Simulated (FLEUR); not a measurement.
# NiO (Pm-3m) in FLEUR: a series of runs, part 2 of 2

FLEUR MaX-R8.1 (later development tree).

## 3. Single point, r2SCAN+U, collinear spin, ferromagnetic start

The input, inp.xml:

```xml
<?xml version="1.0" encoding="UTF-8" standalone="no"?>
<fleurInput fleurInputVersion="0.39">
   <comment>
      NiO                                                                                                 
   </comment>
   <calculationSetup>
      <cutoffs Kmax="4.56" Gmax="14.1" GmaxXC="14.1" numbands="0"/>
      <scfLoop itmax="100" minDistance="0.0002" maxIterBroyd="50" imix="Anderson" alpha="0.05" precondParam="0.0" spinf="2.0" sdNocoIR="T"/>
      <coreElectrons ctail="F" frcor="F" kcrel="0" coretail_lmax="0"/>
      <xcFunctional name="LibXC" relativisticCorrections="F">
         <LibXCName exchange="mgga_x_r2scan" correlation="mgga_c_r2scan"/>
         <AuxGGA exchange="117" correlation="130"/>
      </xcFunctional>
      <magnetism jspins="2"/>
      <soc l_soc="F" theta="0.0" phi="0.0" spav="F"/>
      <expertModes spex="0" secvar="F"/>
      <geometryOptimization l_f="F" forcealpha="1.0" forcemix="BFGS" epsdisp="0.00001" epsforce="0.00001"/>
      <ldaU l_linMix="F" mixParam="0.05" spinf="1.0"/>
   </calculationSetup>
   <cell>
      <bzIntegration valenceElectrons="24.0" mode="gauss" fermiSmearingEnergy="0.00183747">
         <kPointListSelection listName="default-1"/>
         <!-- k-points included here -->
         <xi:include xmlns:xi="http://www.w3.org/2001/XInclude" href="kpts.xml"> </xi:include>
      </bzIntegration>
      <!-- symmetry operations included here -->
      <xi:include xmlns:xi="http://www.w3.org/2001/XInclude" href="sym.xml"> </xi:include>
      <bulkLattice scale="1.0">
         <bravaisMatrix>
            <row-1>    4.7330371156609568     0.0000000000000000     0.0000000000000000</row-1>
            <row-2>    0.0000000000000000     4.7330371156609568     0.0000000000000000</row-2>
            <row-3>    0.0000000000000000     0.0000000000000000     4.7330371156609568</row-3>
         </bravaisMatrix>
      </bulkLattice>
   </cell>
   <atomSpecies>
      <species name="Nickel (Ni2.000" element="Ni" atomicNumber="28">
         <mtSphere radius="2.15" gridPoints="711" logIncrement="0.017"/>
         <atomicCutoffs lmax="9" lnonsphr="9"/>
         <electronConfig flipSpins="F">
            <coreConfig>(1s1/2) (2s1/2) (2p1/2) (2p3/2)</coreConfig>
            <valenceConfig>(3s1/2) (3p1/2) (3p3/2) (4s1/2) (3d3/2) (3d5/2)</valenceConfig>
            <stateOccupation state="(3d3/2)" spinUp="2.0" spinDown="1.2"/>
            <stateOccupation state="(3d5/2)" spinUp="3.0" spinDown="1.8"/>
         </electronConfig>
         <energyParameters s="4" p="4" d="3" f="4"/>
         <ldaU l="2" U="3" J="0.0" l_amf="F"/>
         <lo type="SCLO" l="0" n="3" eDeriv="0"/>
         <lo type="SCLO" l="1" n="3" eDeriv="0"/>
         <lo type="SCLO" l="1" n="3" eDeriv="1"/>
         <lo type="SCLO" l="3" n="4" eDeriv="2"/>
      </species>
      <species name="Oxygen (O)" element="O" atomicNumber="8">
         <mtSphere radius="1.65" gridPoints="547" logIncrement="0.02"/>
         <atomicCutoffs lmax="8" lnonsphr="8"/>
         <electronConfig flipSpins="F">
            <coreConfig>(1s1/2)</coreConfig>
            <valenceConfig>(2s1/2) (2p1/2) (2p3/2)</valenceConfig>
            <stateOccupation state="(2p1/2)" spinUp="0.666667" spinDown="0.666667"/>
            <stateOccupation state="(2p3/2)" spinUp="1.333333" spinDown="1.333333"/>
         </electronConfig>
         <energyParameters s="2" p="2" d="3" f="4"/>
         <lo type="SCLO" l="0" n="2" eDeriv="2"/>
         <lo type="SCLO" l="1" n="2" eDeriv="2"/>
         <lo type="SCLO" l="2" n="3" eDeriv="2"/>
      </species>
   </atomSpecies>
   <atomGroups>
      <atomGroup species="Nickel (Ni2.000">
         <relPos label="                   1">.0000000000 .0000000000 .0000000000</relPos>
         <force calculate="T" relaxXYZ="TTT"/>
      </atomGroup>
      <atomGroup species="Oxygen (O)">
         <relPos label="                   2">1.000/2.000 1.000/2.000 1.000/2.000</relPos>
         <force calculate="T" relaxXYZ="TTT"/>
      </atomGroup>
   </atomGroups>
   <output dos="F" band="F" slice="F">
      <checks vchk="F" cdinf="F"/>
      <bandDOS minEnergy="-.5*Htr" maxEnergy="0.5*Htr" sigma="0.015" storeEVData="T"/>
      <vacuumDOS vacdos="F" integ="F" star="F" nstars="0" locx1="0.0" locy1="0.0" locx2="0.0" locy2="0.0" nstm="0" tworkf="0.0"/>
      <unfoldingBand unfoldBand="F" supercellX="1" supercellY="1" supercellZ="1"/>
      <plotting iplot="0" polar="F">
         <plot TwoD="T" vec1="  1.0  0.0  0.0" vec2="  0.0  1.0  0.0" vec3="  0.0  0.0  1.0" zero="  0.0  0.0  0.0" file="plot"/>
      </plotting>
      <chargeDensitySlicing numkpt="0" minEigenval="0.0" maxEigenval="0.0" nnne="0" pallst="F"/>
      <specialOutput eonly="F"/>
      <moessbauerParams electricFieldGradient="T" isomerShift="T" coreHyperfine="T" valenceHyperfine="T"/>
      <magneticCircularDichroism mcd="F" energyLo="-10.0" energyUp="0.0"/>
   </output>
  <!-- We include the file relax.xml here to enable relaxations (see documentation) -->
  <xi:include xmlns:xi="http://www.w3.org/2001/XInclude" href="relax.xml"> <xi:fallback/> </xi:include>
</fleurInput>
```

The input, crystal.txt:

```
NiO
&input cartesian=F /
2.5046153800  0.0000000000  0.0000000000
0.0000000000  2.5046153800  0.0000000000
0.0000000000  0.0000000000  2.5046153800
1.8897261246
1.0 1.0 1.0

2
28 0.0000000000  0.0000000000  0.0000000000 : 2.000
8 0.5000000000  0.5000000000  0.5000000000

&kpt div1=7 div2=7 div3=7 gamma=T /
```

Potentials or basis: all-electron, FLAPW.

Run with:

```sh
$ inpgen -f crystal.txt -profile fastHighL
$ # inp.xml edited to the form shown
$ fleur_MPI
```

What it wrote:

```text
Welcome to FLEUR        (www.flapw.de)
      MaX-Release 8.1          (www.max-centre.eu)
 func_ids         498         497         498         497
 MetaGGA potential functional detected - V_tau will be computed
 Auxiliary Potential for radial basis: exchange=         117  correlation=         130
The functional 'Re-regularized SCAN exchange by Furness et al' is an exchange functional, it belongs to the 'MGGA' family and is defined in the reference(s):
[1] J. W. Furness, A. D. Kaplan, J. Ning, J. P. Perdew, and J. Sun.,  J. Phys. Chem. Lett. 11, 8208-8215 (2020)
[2] J. W. Furness, A. D. Kaplan, J. Ning, J. P. Perdew, and J. Sun.,  J. Phys. Chem. Lett. 11, 9248-9248 (2020)
The functional 'Re-regularized SCAN correlation by Furness et al' is a correlation functional, it belongs to the 'MGGA' family and is defined in the reference(s):
[1] J. W. Furness, A. D. Kaplan, J. Ning, J. P. Perdew, and J. Sun.,  J. Phys. Chem. Lett. 11, 8208-8215 (2020)
[2] J. W. Furness, A. D. Kaplan, J. Ning, J. P. Perdew, and J. Sun.,  J. Phys. Chem. Lett. 11, 9248-9248 (2020)
 Using same functional for VXC and EXC
[... 39 lines left out ...]
[1] J. P. Perdew, K. Burke, and M. Ernzerhof.,  Phys. Rev. Lett. 77, 3865 (1996)
[2] J. P. Perdew, K. Burke, and M. Ernzerhof.,  Phys. Rev. Lett. 78, 1396 (1997)
 Using same functional for VXC and EXC
[... 141 lines left out ...]
The functional 'Hammer, Hansen, and Norskov' is an exchange functional, it belongs to the 'GGA' family and is defined in the reference(s):
[1] B. Hammer, L. B. Hansen, and J. K. Nørskov.,  Phys. Rev. B 59, 7413 (1999)
The functional 'Perdew, Burke & Ernzerhof' is a correlation functional, it belongs to the 'GGA' family and is defined in the reference(s):
[1] J. P. Perdew, K. Burke, and M. Ernzerhof.,  Phys. Rev. Lett. 77, 3865 (1996)
[2] J. P. Perdew, K. Burke, and M. Ernzerhof.,  Phys. Rev. Lett. 78, 1396 (1997)
 Using same functional for VXC and EXC
 Iteration:    24   Distance:       0.00033807 me/bohr^3
The functional 'Hammer, Hansen, and Norskov' is an exchange functional, it belongs to the 'GGA' family and is defined in the reference(s):
[1] B. Hammer, L. B. Hansen, and J. K. Nørskov.,  Phys. Rev. B 59, 7413 (1999)
The functional 'Perdew, Burke & Ernzerhof' is a correlation functional, it belongs to the 'GGA' family and is defined in the reference(s):
[1] J. P. Perdew, K. Burke, and M. Ernzerhof.,  Phys. Rev. Lett. 77, 3865 (1996)
[2] J. P. Perdew, K. Burke, and M. Ernzerhof.,  Phys. Rev. Lett. 78, 1396 (1997)
 Using same functional for VXC and EXC
 Iteration:    25   Distance:       0.00001911 me/bohr^3

 ********************************************************************
 Run finished successfully
 Stop message:
   all done
 ********************************************************************
```

out.xml (last iteration):

```text
<iteration numberForCurrentRun="   25" overallNumber="   25">
         <energyParameters units="Htr">
            <atomicEP atomType="1" spin="1" branch="4s" branchLowest="-3.43" branchHighest="2.07" value="0.2304320255"/>
            <atomicEP atomType="1" spin="1" branch="4p" branchLowest="-1.97" branchHighest="2.72" value="0.3719153652"/>
            <atomicEP atomType="1" spin="1" branch="3d" branchLowest="-9.99" branchHighest="0.42" value="0.2905951293"/>
            <atomicEP atomType="1" spin="1" branch="4f" branchLowest="-9.99" branchHighest="4.04" value="0.6921924931"/>
[... 167 lines left out ...]
            <chargeDensity spin="1" distance="0.0000052270"/>
            <chargeDensity spin="2" distance="0.0000169080"/>
            <overallChargeDensity distance="0.0000161601"/>
            <spinDensity distance="0.0000191117"/>
         </densityConvergence>
      </iteration>
```

Wall time 41 s (1 thread of Arm Neoverse V1, shared host); peak memory 0.1 GiB.

What came out:

```
Free energy                                           : -43433.3313 eV
Net moment                                            : 2.00 μB per cell
Site moments                                          : Ni +1.56; O +0.46 μB
Valence electrons inside the program's atomic spheres : Ni 16.61; O 5.33 (radii Ni 2.15, O 1.65 bohr)
```

Eigenvalues of the final occupation matrices:
```csv
site,spin,trace,eigenvalues
atom type 1,1,4.82,0.94 0.94 0.98 0.98 0.98
atom type 1,2,3.26,0.47 0.47 0.47 0.93 0.93
```

Core levels (eV from the Fermi level):
```
atom                                                   levels
1 Ni  1s1/2 -8203.6, 2s1/2 -974.2, 2p1/2 -848.4, 2p3/2 -830.9
 2 O                                             1s1/2 -506.7
```

Caveat: with Gaussian smearing the program prints no entropy term, so the energy of a metal isn't a free energy; the meta-GGA is that of a development version, with a GGA for the radial functions and cores and without core tails; a cell with one magnetic atom can't hold antiferromagnetic order, which such compounds often take. The state reached can hang on the start; a lower one may exist.
